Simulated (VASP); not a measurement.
# SiC (Moissanite): input slips in a phonon run and what they do, part 3 of 3

Aim: see how common mistakes in a phonon run show up, on SiC (Moissanite). The starting structure is a measured crystal structure from the Crystallography Open Database.

VASP 6.6.1.

Results so far: reference B1 (6) 945.8 cm⁻¹; a structure that was not relaxed B1 (6) 924.4 cm⁻¹.

## (4) Modes with a cutoff far too low

Level of this step: LDA; plane waves and PAW (Si, C) (VASP).

A slip made on purpose: a cutoff far too low. Against step 2 the input has ENCUT = 220 (also changed: NELM).

Input file INCAR:

```
SYSTEM = SiC
PREC = Accurate
ENCUT = 220
EDIFF = 1E-08
NELM = 60
ISMEAR = 0
SIGMA = 0.03
LREAL = .FALSE.
ALGO = Normal
GGA = CA
NBANDS = 36
LORBIT = 11
LWAVE = .FALSE.
LCHARG = .FALSE.
KPAR = 16
IBRION = 6
NFREE = 2
POTIM = 0.015
NSW = 1
ISIF = 2
```

Input file POSCAR:

```
SiC
1.0
    3.0610042824      0.0000000000      0.0000000000
   -1.5305021412      2.6509074697      0.0000000000
    0.0000000000      0.0000000000     15.0194426681
Si C
6 6
Direct
    0.3333333333      0.6666666667      0.8329886054
    0.6666666667      0.3333333333      0.3329886054
    0.6666666667      0.3333333333      0.6665012699
    0.3333333333      0.6666666667      0.1665012699
    0.0000000000      0.0000000000      0.4997280722
    0.0000000000      0.0000000000      0.9997280722
    0.0000000000      0.0000000000      0.8743687602
    0.0000000000      0.0000000000      0.3743687602
    0.3333333333      0.6666666667      0.7079996376
    0.6666666667      0.3333333333      0.2079996376
    0.6666666667      0.3333333333      0.5415136547
    0.3333333333      0.6666666667      0.0415136547
```

Input file KPOINTS:

```
Automatic mesh
0
Gamma
9 9 2
0 0 0
```

Potentials, in the order of the species: Si and C (LDA family, release 64).

On the command line:

```bash
mpirun -np 16 vasp_std
```

Output:

```text
[... set-up lines as in an earlier step ...]
 entering main loop
       N       E                     dE             d eps       ncg     rms          rms(c)
DAV:   1     0.408168052310E+02    0.40817E+02   -0.12658E+04  1728   0.595E+02
DAV:   2    -0.103619543162E+03   -0.14444E+03   -0.13608E+03  2248   0.153E+02
DAV:   3    -0.109657576063E+03   -0.60380E+01   -0.60093E+01  2272   0.308E+01
DAV:   4    -0.109715911861E+03   -0.58336E-01   -0.58255E-01  2192   0.337E+00
[...]
DAV:  16    -0.100238326972E+03   -0.45130E-07   -0.47876E-09  1236   0.297E-04    0.101E-04
DAV:  17    -0.100238326990E+03   -0.17038E-07   -0.81864E-10  1204   0.117E-04    0.491E-05
DAV:  18    -0.100238326995E+03   -0.51068E-08   -0.11939E-10  1176   0.483E-05
   1 F= -.10023833E+03 E0= -.10023833E+03  d E =-.487556E-21
[... from here on, the cycles between the ionic steps are left out ...]
   2 F= -.10023584E+03 E0= -.10023584E+03  d E =-.516011E-19
   3 F= -.10023584E+03 E0= -.10023584E+03  d E =-.517138E-19
   5 F= -.10023453E+03 E0= -.10023453E+03  d E =-.709328E-20
   7 F= -.10023585E+03 E0= -.10023585E+03  d E =-.463694E-20
   9 F= -.10023457E+03 E0= -.10023457E+03  d E =-.905818E-20
  11 F= -.10023586E+03 E0= -.10023586E+03  d E =-.229596E-19
  13 F= -.10023465E+03 E0= -.10023465E+03  d E =-.406144E-20
  15 F= -.10023587E+03 E0= -.10023587E+03  d E =-.889595E-20
  17 F= -.10023469E+03 E0= -.10023469E+03  d E =-.108904E-20
  19 F= -.10023585E+03 E0= -.10023585E+03  d E =-.264445E-19
  21 F= -.10023485E+03 E0= -.10023485E+03  d E =-.126452E-22
  23 F= -.10023588E+03 E0= -.10023588E+03  d E =-.117473E-19
  24 F= -.10023467E+03 E0= -.10023467E+03  d E =-.119460E-22
  25 F= -.10023512E+03 E0= -.10023512E+03  d E =-.507189E-17
 Finite differences progress:
  Degree of freedom:  12/ 12
  Displacement:        2/  2
  Total:              24/ 24
```

Elapsed: 1.7 min, on 16 MPI ranks of Intel Xeon Platinum 8175M at 2.50GHz (Skylake/Cascade Lake), shared host; peak memory 5.7 GiB.

From OUTCAR (step 4):

```text
  Total      -16.7357691    -16.7357691    -16.9659662      0.0000000      0.0000000     -0.0000000
  in kB     -220.0107660   -220.0107660   -223.0369698      0.0000000      0.0000000     -0.0000000
  external PRESSURE =    -221.0195006 kB  Pullay stress =       0.0000000 kB

 POSITION                                       TOTAL-FORCE (eV/Angst)
 -----------------------------------------------------------------------------------
     -0.00000      1.76727     12.51102         0.000000     -0.000000      0.025172
      1.53050      0.88364      5.00130        -0.000000     -0.000000      0.015916
      1.53050      0.88364     10.01048         0.000000     -0.000000     -0.199560
     -0.00000      1.76727      2.50076         0.000000     -0.000000      0.015798
      0.00000      0.00000      7.50564         0.000000     -0.000000     -0.206419
      0.00000      0.00000     15.01536         0.000000     -0.000000      0.015145
      0.00000      0.00000     13.13253         0.000000     -0.000000     -0.003869
      0.00000      0.00000      5.62281        -0.000000     -0.000000     -0.019030
     -0.00000      1.76727     10.63376         0.000000     -0.000000     -0.027456
      1.53050      0.88364      3.12404         0.000000      0.000000     -0.015467
      1.53050      0.88364      8.11823        -0.000000     -0.000000      0.435091
     -0.00000      1.76727      0.62351        -0.000000      0.000000     -0.035321
 -----------------------------------------------------------------------------------
    total drift:                                0.000001      0.000001      0.000347

  FREE ENERGIE OF THE ION-ELECTRON SYSTEM (eV)
  ---------------------------------------------------
  free  energy   TOTEN  =      -100.2351234096 eV

  energy  without entropy=     -100.2351234096  energy(sigma->0) =     -100.23512341

[... 1 part as in an earlier step ...]

[... 2 further parts left out ...]
[key lines of the parts left out:]
E-fermi :   8.5122
```

With a cutoff far too low the modes are at the top B1 (6) 970.3, B1 (5) 963.7 cm⁻¹, at the bottom E2 (2) 147.9, E2 (1) 141.4 cm⁻¹, with 18 more of the listed ones between; the largest shift is +37.0 cm⁻¹, in E2 (4), from the reference.

## (5) Modes with a k mesh far too coarse

A slip made on purpose: a k mesh far too coarse. Against step 2 the input has a 1×1×1 mesh (also changed: NELM and KPAR).

INCAR, as its differences from that of step 4:

```diff
@@ -2,3 +2,3 @@
 PREC = Accurate
-ENCUT = 220
+ENCUT = 520
 EDIFF = 1E-08
@@ -14,3 +14,2 @@
 LCHARG = .FALSE.
-KPAR = 16
 IBRION = 6
```

POSCAR is that of step 4.

Input file KPOINTS:

```
Automatic mesh
0
Gamma
1 1 1
0 0 0
```

On the command line:

```bash
mpirun -np 16 vasp_std
```

Output:

```text
[banner, memory and clock lines left out]
running   16 mpi-ranks, on    1 nodes
[...]
[... a notice as in an earlier step ...]

 LDA part: xc-table for (Slater(with rela. corr.)+CA(PZ))
 , standard interpolation
|                                                                             |
|           W    W    AA    RRRRR   N    N  II  N    N   GGGG   !!!           |
|           W    W   A  A   R    R  NN   N  II  NN   N  G    G  !!!           |
|           W    W  A    A  R    R  N N  N  II  N N  N  G       !!!           |
|           W WW W  AAAAAA  RRRRR   N  N N  II  N  N N  G  GGG   !            |
|           WW  WW  A    A  R   R   N   NN  II  N   NN  G    G                |
|           W    W  A    A  R    R  N    N  II  N    N   GGGG   !!!           |
|                                                                             |
|     The number of bands has been changed from the values supplied in        |
|     The orbitals not found in the WAVECAR file will be initialized with     |
[...]
DAV:  13    -0.448652127462E+02    0.46488E-07   -0.17456E-06   128   0.488E-03    0.595E-03
DAV:  14    -0.448652126758E+02    0.70379E-07   -0.29558E-07   128   0.199E-03    0.247E-03
DAV:  15    -0.448652126730E+02    0.28476E-08   -0.27704E-08    96   0.562E-04
   1 F= -.44865213E+02 E0= -.44865213E+02  d E =-.465603E-14
[... from here on, the cycles between the ionic steps are left out ...]
   2 F= -.44862906E+02 E0= -.44862906E+02  d E =-.181213E-12
   3 F= -.44862906E+02 E0= -.44862906E+02  d E =-.181270E-12
   5 F= -.44830783E+02 E0= -.44830783E+02  d E =-.281742E-12
   7 F= -.44862836E+02 E0= -.44862836E+02  d E =-.543320E-13
   9 F= -.44828989E+02 E0= -.44828989E+02  d E =-.450926E-13
  11 F= -.44862873E+02 E0= -.44862873E+02  d E =-.129315E-12
  13 F= -.44827933E+02 E0= -.44827933E+02  d E =-.110831E-24
  15 F= -.44863042E+02 E0= -.44863042E+02  d E =-.273778E-13
  17 F= -.44896494E+02 E0= -.44896494E+02  d E =-.127655E-15
  19 F= -.44862789E+02 E0= -.44862789E+02  d E =-.610666E-13
  21 F= -.44895748E+02 E0= -.44895748E+02  d E =-.146091E-13
  23 F= -.44862884E+02 E0= -.44862884E+02  d E =-.106370E-12
  24 F= -.44831738E+02 E0= -.44831738E+02  d E =-.519278E-11
  25 F= -.44893728E+02 E0= -.44893728E+02  d E =-.207018E-16
 Finite differences progress:
  Degree of freedom:  12/ 12
  Displacement:        2/  2
  Total:              24/ 24
```

The job ended after 16 s (16 MPI ranks; peak memory 2.5 GiB; 4.1 min of CPU time).

Parts of OUTCAR (step 5):

```text
  Total       19.0383303     19.0383303     17.5863974      0.0000000     -0.0000000      0.0000000
  in kB      250.2805591    250.2805591    231.1932451      0.0000000     -0.0000000      0.0000000
  external PRESSURE =     243.9181211 kB  Pullay stress =       0.0000000 kB

 POSITION                                       TOTAL-FORCE (eV/Angst)
 -----------------------------------------------------------------------------------
     -0.00000      1.76727     12.51102        -0.000000      0.000000      2.117084
      1.53050      0.88364      5.00130         0.000000     -0.000000      2.098841
      1.53050      0.88364     10.01048         0.000000      0.000000      2.119260
     -0.00000      1.76727      2.50076         0.000000     -0.000000      2.229271
      0.00000      0.00000      7.50564        -0.000000      0.000000      2.014778
      0.00000      0.00000     15.01536        -0.000000      0.000000      2.299634
      0.00000      0.00000     13.13253        -0.000000      0.000000     -2.291618
      0.00000      0.00000      5.62281        -0.000000     -0.000000     -2.273999
     -0.00000      1.76727     10.63376        -0.000000      0.000000     -2.223000
      1.53050      0.88364      3.12404         0.000000      0.000000     -2.239947
      1.53050      0.88364      8.11823         0.000000      0.000000     -1.739812
     -0.00000      1.76727      0.62351        -0.000000      0.000000     -2.110490
 -----------------------------------------------------------------------------------
    total drift:                               -0.000000     -0.000000      0.000123

  FREE ENERGIE OF THE ION-ELECTRON SYSTEM (eV)
  ---------------------------------------------------
  free  energy   TOTEN  =       -44.8937275155 eV

  energy  without entropy=      -44.8937275155  energy(sigma->0) =      -44.89372752

[... 1 part as in an earlier step ...]

[... 2 further parts left out ...]
[key lines of the parts left out:]
E-fermi :   9.7607
```

With a k mesh far too coarse the modes are at the top B1 (6) 914.9, B1 (5) 902.4 cm⁻¹, at the bottom E2 (2) 157.0, E2 (1) 139.0 cm⁻¹, with 18 more of the listed ones between; the largest shift is -251.6 cm⁻¹, in A1 (3), from the reference.

## (6) Modes with low precision and real-space projectors

A slip made on purpose: low precision and real-space projectors. Against step 2 the input has PREC = Low and LREAL = Auto (also changed: NELM).

Input file INCAR:

```
SYSTEM = SiC
PREC = Low
ENCUT = 520
EDIFF = 1E-08
NELM = 60
ISMEAR = 0
SIGMA = 0.03
LREAL = Auto
ALGO = Normal
GGA = CA
NBANDS = 36
LORBIT = 11
LWAVE = .FALSE.
LCHARG = .FALSE.
KPAR = 16
IBRION = 6
NFREE = 2
POTIM = 0.015
NSW = 1
ISIF = 2
```

POSCAR is that of step 5.

Input file KPOINTS:

```
Automatic mesh
0
Gamma
9 9 2
0 0 0
```

On the command line:

```bash
mpirun -np 16 vasp_std
```

Output:

```text
[... set-up lines as in an earlier step ...]
 entering main loop
       N       E                     dE             d eps       ncg     rms          rms(c)
DAV:   1     0.114140246957E+03    0.11414E+03   -0.21835E+04  1728   0.119E+03
DAV:   2    -0.100709156877E+03   -0.21485E+03   -0.20066E+03  2252   0.212E+02
DAV:   3    -0.112333482333E+03   -0.11624E+02   -0.11542E+02  2284   0.468E+01
DAV:   4    -0.112512605274E+03   -0.17912E+00   -0.17872E+00  2240   0.675E+00
[...]
DAV:  15    -0.999575776179E+02    0.27194E-09   -0.16031E-07  2128   0.169E-03    0.877E-04
DAV:  16    -0.999575776287E+02   -0.10724E-07   -0.68362E-09  1248   0.408E-04    0.539E-04
DAV:  17    -0.999575776322E+02   -0.35106E-08   -0.14474E-09  1248   0.187E-04
   1 F= -.99957578E+02 E0= -.99957578E+02  d E =-.697085E-23
[... from here on, the cycles between the ionic steps are left out ...]
   2 F= -.99957012E+02 E0= -.99957012E+02  d E =-.592191E-21
   3 F= -.99957013E+02 E0= -.99957013E+02  d E =-.615941E-21
   5 F= -.99962839E+02 E0= -.99962839E+02  d E =-.150517E-22
   7 F= -.99957210E+02 E0= -.99957210E+02  d E =-.549525E-22
   9 F= -.99962421E+02 E0= -.99962421E+02  d E =-.140497E-21
  11 F= -.99957116E+02 E0= -.99957116E+02  d E =-.240493E-21
  13 F= -.99962874E+02 E0= -.99962874E+02  d E =-.340851E-22
  15 F= -.99952811E+02 E0= -.99952811E+02  d E =-.588030E-22
  17 F= -.99950483E+02 E0= -.99950483E+02  d E =-.929422E-11
  19 F= -.99952755E+02 E0= -.99952755E+02  d E =-.286348E-21
  21 F= -.99950257E+02 E0= -.99950257E+02  d E =-.686720E-12
  23 F= -.99952791E+02 E0= -.99952791E+02  d E =-.128723E-21
  24 F= -.99952183E+02 E0= -.99952183E+02  d E =-.678981E-11
  25 F= -.99950493E+02 E0= -.99950493E+02  d E =-.909098E-21
 Finite differences progress:
  Degree of freedom:  12/ 12
  Displacement:        2/  2
  Total:              24/ 24
```

The job ended after 3.3 min (16 MPI ranks; peak memory 8 GiB).

From OUTCAR (step 6):

```text
  Total        4.3370594      4.3370594      1.6388280      0.0000000      0.0000000      0.0000000
  in kB       57.0155913     57.0155913     21.5442627      0.0000000      0.0000000      0.0000000
  external PRESSURE =      45.1918151 kB  Pullay stress =       0.0000000 kB

 POSITION                                       TOTAL-FORCE (eV/Angst)
 -----------------------------------------------------------------------------------
     -0.00000      1.76727     12.51102        -0.000000     -0.000000     -0.258785
      1.53050      0.88364      5.00130        -0.000000      0.000000     -0.270165
      1.53050      0.88364     10.01048        -0.000000     -0.000000     -0.309412
     -0.00000      1.76727      2.50076        -0.000000      0.000000     -0.111088
      0.00000      0.00000      7.50564        -0.000000     -0.000000     -0.419164
      0.00000      0.00000     15.01536         0.000000     -0.000000     -0.201850
      0.00000      0.00000     13.13253         0.000000     -0.000000      0.261261
      0.00000      0.00000      5.62281         0.000000     -0.000000      0.250179
     -0.00000      1.76727     10.63376         0.000000      0.000000      0.133242
      1.53050      0.88364      3.12404        -0.000000     -0.000000      0.140300
      1.53050      0.88364      8.11823        -0.000000      0.000000      0.718445
     -0.00000      1.76727      0.62351        -0.000000     -0.000000      0.067037
 -----------------------------------------------------------------------------------
    total drift:                                0.000020      0.000033     -0.373805

  FREE ENERGIE OF THE ION-ELECTRON SYSTEM (eV)
  ---------------------------------------------------
  free  energy   TOTEN  =       -99.9504928945 eV

  energy  without entropy=      -99.9504928945  energy(sigma->0) =      -99.95049289

[... 2 parts as in an earlier step ...]

[... 1 further part left out ...]
[key lines of the parts left out:]
E-fermi :   8.5060
```

Three frequencies should lie near zero, those of the translations, and here fewer than three do (the smallest in size are -98.0, -98.0 and 158.8 cm⁻¹), so no mode of this run is used. As printed, the frequencies run from -395.4 to 1105.3 cm⁻¹, imaginary ones as negative numbers.

## (7) Comparison

```csv
run,ended,B1 (6),B1 (5),A1 (5),A1 (4),E1 (2),E1 (1),E2 (2),E2 (1),"imaginary modes, each partner counted",core minutes
reference,converged,945.8,938.2,887.9,883.4,234.2,228.6,146.1,141.4,0,118.0
a structure that was not relaxed,converged,924.4,916.4,866.2,864.1,234.0,229.3,145.7,141.2,0,89.6
a cutoff far too low,converged,970.3,963.7,917.8,914.1,235.0,228.5,147.9,141.4,0,26.7
a k mesh far too coarse,converged,914.9,902.4,837.4,832.4,260.7,233.1,157.0,139.0,0,4.27
low precision and real-space projectors,"finished, not usable",-,-,-,-,-,-,-,-,-,53.3
```

Modes are in cm⁻¹, degenerate ones as one, matched between runs by symmetry and order. A number in brackets counts the listed modes of one symmetry from the lowest. The symmetry labels come from an automatic analysis and can be wrong where levels nearly coincide. Between the highest four and the lowest four, 14 more are left out. Core minutes are wall time times ranks of the run shown, on a shared host.

## (8) Outcome

| Quantity | Value |
| --- | --- |
| B1 (6), reference | 945.8 cm⁻¹ |
| E2 (1), reference | 141.4 cm⁻¹ |
| B1 (6), a structure that was not relaxed | 924.4 cm⁻¹ |
| E2 (1), a structure that was not relaxed | 141.2 cm⁻¹ |
| B1 (6), a cutoff far too low | 970.3 cm⁻¹ |
| E2 (1), a cutoff far too low | 141.4 cm⁻¹ |
| B1 (6), a k mesh far too coarse | 914.9 cm⁻¹ |
| E2 (1), a k mesh far too coarse | 139.0 cm⁻¹ |
| run with low precision and real-space projectors | finished, not usable |

What this shows: Finished, but so rough that the translations don't all come out near zero: low precision and real-space projectors. Finished, but with signs in the output that stand out against the reference: a structure that was not relaxed, with modes off by up to -22 cm⁻¹, in B1 (5) (signs: a pressure of -4.4 GPa on the undisplaced cell and forces of up to 0.17 eV/Å on the undisplaced atoms); a cutoff far too low, with modes off by up to +37 cm⁻¹, in E2 (4) (signs: a pressure of -22.1 GPa on the undisplaced cell); a k mesh far too coarse, with modes off by up to -252 cm⁻¹, in A1 (3) (signs: a pressure of 24.5 GPa on the undisplaced cell and forces of up to 2.25 eV/Å on the undisplaced atoms). The frequencies are harmonic, and the splitting of polar modes by their long-range field is left out. Further runs on this material are not shown.

[Lines on the potential files, build, host, timing and source positions are cut from VASP's logs without a mark.]

[Logs are printed without paths, hosts, clocks, repeated set-up lines and the standing remarks that a program may print on its own settings, such as how far it seeks lower states.]

[Hosts, paths, dates, database ids (printed as entryN), source tags and the programs' standing remarks are cut or masked in the printed files.]
